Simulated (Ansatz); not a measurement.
Input and command of a plane-wave DFT calculation in Ansatz:

```yaml
crystal:
  lattice:
    - [1.5136020317, 0.8738785405, 5.667679451]
    - [-1.5136020317, 0.8738785405, 5.667679451]
    - [0.0, -1.7477570809, 5.667679451]
  atoms:
    - { symbol: Cu, position: [0.0, 0.0, 0.0] }
    - { symbol: Cu, position: [0.5, 0.5, 0.5] }
    - { symbol: O, position: [0.1061648437, 0.1061648437, 0.1061648437] }
    - { symbol: O, position: [0.8938351563, 0.8938351563, 0.8938351563] }
basis:
  ecutwfc: 420
kpoints:
  mp_grid: { grid: [18, 18, 18] }
hamiltonian:
  xc: pbe
scf:
  occupations: { method: gaussian, width: 0.1 }
  lower_state_search: "off"
output:
  forces: true
  stress: true
  eigenvalues: true
magnetization:
  spin_polarized: true
  initial_magnetization: 1.75
  spin_locking: { lock_magnetization: hard }
```

```bash
ansatz run input.yaml --threads 1 --pin off --max-ram 2560MiB --backend cpu --events-out ev --progress --plain --runs-dir out
```

Processor: Arm Neoverse V1, 1 thread, on a host shared with other jobs.

How long does it run, and how much memory does it take?

About 2.3 min on 1 thread of Arm Neoverse V1, with other jobs on the host, peak memory 1.2 GiB. It solves 32 bands at 580 k points (the mesh reduced by symmetry) with about 859 plane waves, in 15 SCF iterations.
